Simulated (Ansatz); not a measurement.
Stackings of close-packed layers of LiCl (capitals for Li, lower case for the other element), each relaxed to a stress under 0.05 GPa; energies count from the stacking AcBaCb (Fm-3m).

All numbers below come from DFT PBE, scalar-relativistic, plane waves, PAW in Ansatz.

Cutoff 420 eV, Gaussian smearing of 0.02 eV, energies at zero smearing, symmetry of each start kept, no spin polarisation.

```
           start atoms k mesh excess energy (meV/atom) spacing of like layers (Å) a (Å) gap on the mesh (eV)
            AbAc      4   9×9×6                      15.1                       3.036  3.601                  6.22
            AcBc      4   9×9×6                     102.8                       3.271  3.571                  5.15
        AcBcAbCb      8   9×9×3                      51.8                       3.127  3.604                  5.71
    AcBaCbAbCaBc     12   9×9×2                      34.7                       3.077  3.618                  5.82
      AcBcAcBaCb     10   9×9×3                      41.7                       3.098  3.611                  5.66
AcBcAcBcAcBcAbCb     16   9×9×2                      77.5                       3.200  3.587                  5.37
```

An odd mesh misses points on the zone edge, so a gap read on it can be too wide.

Cost: 6 runs of about 4.7 core-minutes in all, on Intel Xeon Platinum 8375C (Ice Lake) (shared hosts).